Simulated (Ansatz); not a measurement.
# CdSe: the cost of one run

Method: DFT PBE, scalar-relativistic, plane waves, PAW, in Ansatz 0.2.0.

1 further run of the same task is left out (set aside as unsound or not needed).

### Step 1. The system as given

Symmetry: Pnma, No. 62, orthorhombic system. The conventional cell has a = 8.165 Å, b = 4.507 Å, c = 7.479 Å, α = 90.00°, β = 90.00°, γ = 90.00°. Cd (site symmetry m) is surrounded by 4 Se at 2.63 to 2.75 Å. Around Se (site symmetry m) lie 4 Cd at 2.63 to 2.75 Å.

Coordinates:

```xyz
8
Lattice="8.1647 0.0000 0.0000 0.0000 4.5070 0.0000 0.0000 0.0000 7.4791" Properties=species:S:1:pos:R:3 pbc="T T T"
Cd    6.8645    3.3803    2.9843
Cd    5.3825    1.1268    6.7238
Cd    2.7822    3.3803    0.7553
Cd    1.3002    1.1268    4.4949
Se    6.7140    1.1268    4.4572
Se    5.5331    3.3803    0.7176
Se    2.6316    1.1268    6.7615
Se    1.4507    3.3803    3.0219
```

The cell was relaxed beforehand at this level, from a generated guess; it needn't be the stable form of this composition. At a tolerance of 0.02 Å it has space group Pnma (No. 62); it has 34.40 Å³/atom, an uncorrected energy of -0.56 eV/atom over the elements and, on its mesh, gap 0.75 eV.

### Step 2. Point at V/V0 = 0.97

Input file input.yaml:

```yaml
crystal:
  lattice:
    - [8.0822245247, 0.0, 0.0]
    - [0.0, 4.4614934125, 0.0]
    - [0.0, 0.0, 7.4035542103]
  atoms:
    - { symbol: Cd, position: [0.840757, 0.75, 0.399012] }
    - { symbol: Cd, position: [0.659243, 0.25, 0.899012] }
    - { symbol: Cd, position: [0.340757, 0.75, 0.100988] }
    - { symbol: Cd, position: [0.159243, 0.25, 0.600988] }
    - { symbol: Se, position: [0.822316, 0.25, 0.595951] }
    - { symbol: Se, position: [0.677684, 0.75, 0.095951] }
    - { symbol: Se, position: [0.322316, 0.25, 0.904049] }
    - { symbol: Se, position: [0.177684, 0.75, 0.404049] }
basis:
  ecutwfc: 420
kpoints:
  mp_grid: { grid: [4, 6, 4] }
hamiltonian:
  xc: pbe
scf:
  occupations: { method: gaussian, width: 0.02 }
output:
  forces: true
  stress: true
  eigenvalues: true
relax:
  adjacent_minimum: "off"
  f_tol: 0.01
  max_steps: 30
  cell: { stress_tol: 0.1, fix: [volume] }
```

Command:

```bash
ansatz run input.yaml --threads 4 --pin off --max-ram 8192MiB --backend cpu --events-out ev --progress --plain --runs-dir out
```

What time and memory should one allow on 4 threads of Intel Xeon Platinum 8259CL at 2.50GHz (Skylake/Cascade Lake), shared host?

About 1.8 min, with a peak of 1.2 GiB.
